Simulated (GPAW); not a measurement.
## Si2W: single point with PBEsol

The system is Si2W.

```
W Si
1.0
    -1.60690    1.60690    3.91495
     1.60690   -1.60690    3.91495
     1.60690    1.60690   -3.91495
W Si
1 2
Direct
  0.01217 0.99806 0.01179
  0.68165 0.65326 0.00829
  0.33466 0.31453 0.97355
```

The cell isn't the ideal one: atoms moved at random, drawn with an rms of 0.05 Å.

```json
{"Program": "GPAW 26.7.0", "Task": "single point", "Functional": "PBEsol", "Potentials or basis": "PAW data sets generated in the run's folder for this functional", "Cutoff": "600 eV", "Basis": "pw", "k mesh": "12 × 12 × 12", "Occupations": "fermi-dirac, width 0.05 eV", "Spin": "no spin polarisation"}
```

- Pressure: -0.3 GPa
- Largest force: 0.933 eV/Å
- Band gap on the k mesh: none (metal or under the smearing width)

Forces on the atoms (eV/Å):
```
W   -0.570 -0.212  0.208
Si   0.028 -0.297  0.357
Si   0.541  0.508 -0.565
```

Stress tensor (GPa, compression positive):
```
-0.58  0.50 -0.43
 0.50 -0.53 -0.61
-0.43 -0.61  0.28
```

Levels at points of the mesh, in eV from the Fermi level:
| k point | band 8 | band 9 | band 10 | band 11 | band 12 | band 13 | band 14 | band 15 |
| --- | --- | --- | --- | --- | --- | --- | --- | --- |
| (0.00, 0.00, 0.00) | -3.42 | -2.77 | -2.76 | 0.55 | 2.73 | 2.86 | 3.06 | 3.14 |
| (0.00, 0.00, 0.50) | -5.27 | -4.92 | -3.26 | -1.86 | 2.91 | 2.91 | 3.08 | 3.98 |
| (0.00, 0.50, 0.00) | -4.84 | -2.91 | -2.70 | -0.42 | 2.65 | 3.08 | 3.88 | 4.39 |
| (0.00, 0.50, 0.50) | -4.93 | -2.83 | -2.73 | -0.43 | 2.62 | 2.71 | 3.80 | 4.49 |
| (0.50, 0.00, 0.00) | -4.83 | -2.92 | -2.70 | -0.41 | 2.64 | 3.17 | 3.91 | 4.36 |
| (0.50, 0.00, 0.50) | -4.90 | -2.86 | -2.71 | -0.43 | 2.65 | 2.79 | 3.81 | 4.48 |
| (0.50, 0.50, 0.00) | -5.36 | -4.90 | -3.26 | -1.86 | 2.91 | 2.93 | 3.10 | 3.97 |
| (0.50, 0.50, 0.50) | -2.47 | -0.76 | -0.73 | -0.51 | -0.49 | 0.75 | 4.60 | 4.81 |

Wall time 3.3 min on 4 MPI ranks on Arm Neoverse V2, with other jobs on the host, peak memory 0.35 GiB a rank.

The run has no spin-orbit coupling, so splittings on W are missing.
